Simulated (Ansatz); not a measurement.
## Al2O3: stable or not

It was reached by relaxing an invented guess, and it needn't be the stable form of this composition.

Computed with DFT PBE, scalar-relativistic, plane waves, PAW (Ansatz). Cutoff 420 eV, Γ-centred 10×10×10 mesh (5-atom cell), Gaussian smearing of 0.02 eV, no spin polarisation.

```
Al O
1.0
    -1.39957    1.86831    4.40195
     1.39957   -1.86831    4.40195
     1.39957    1.86831   -4.40195
Al O
2 3
Direct
  0.65548 0.65548 0.00000
  0.34453 0.34453 0.00000
  0.50000 0.00000 0.50000
  0.19638 0.69638 0.50000
  0.80362 0.30362 0.50000
```

Energies over the elements count from the elements' standard structures at the same level (O₂ as a molecule), with no fitted energy shifts.

Question: These tests were run: energy against the elements; phonons at Γ; elastic tensor. What do they show?

Answer:

```
                       test                        result
energy against the elements                −2.909 eV/atom
               phonons at Γ  lowest optical mode 302 cm⁻¹
             elastic tensor       least eigenvalue 73 GPa
```

It fails none of these tests. Whether a mixture of other phases lies lower isn't tested here. Phonons away from Γ weren't computed.

The run for the phonons used a 10×10×10 k mesh. The run for the elastic tensor used a 10×10×10 k mesh.
